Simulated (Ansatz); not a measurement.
# Fe in Ansatz: the effect of functional

Fe:

```
Fe
1.0
     0.00000    1.95460    1.97812
     1.50836    0.00000    1.97812
     1.50836    1.95460    0.00000
Fe
1
Cartesian
  0.0000 0.0000 0.0000
```

The cell isn't the ideal one: volume scaled by 1.02.

Alike in all runs:

- Program: Ansatz 0.2.0
- Task: single point
- Potentials or basis: Ansatz PAW
- k mesh: 13 × 13 × 13
- Occupations: fermi-dirac, width 0.05 eV
- Spin: collinear spin, ferromagnetic start
- Starting moments: [3.0] μB

One run gave: pressure 2.4 GPa; moment 2.66 μB. Which functional did it use?
A. r2SCAN
B. PBEsol
C. LDA

A.

| functional | cutoff | pressure (GPa) | moment (μB) |
| --- | --- | --- | --- |
| LDA | 420 eV (not typed: the program's choice for these potentials) | -21.4 | 2.19 |
| PBEsol | 420 eV (not typed: the program's choice for these potentials) | -13.2 | 2.23 |
| r2SCAN | 500 eV (not typed: the program's choice for these potentials) | 2.4 | 2.66 |

Caveats: the PAW data sets come from PBE, with cores solved anew for the run's functional, which leaves a small shift of forces and pressure; the magnetic or orbital state may not be the lowest (some runs).
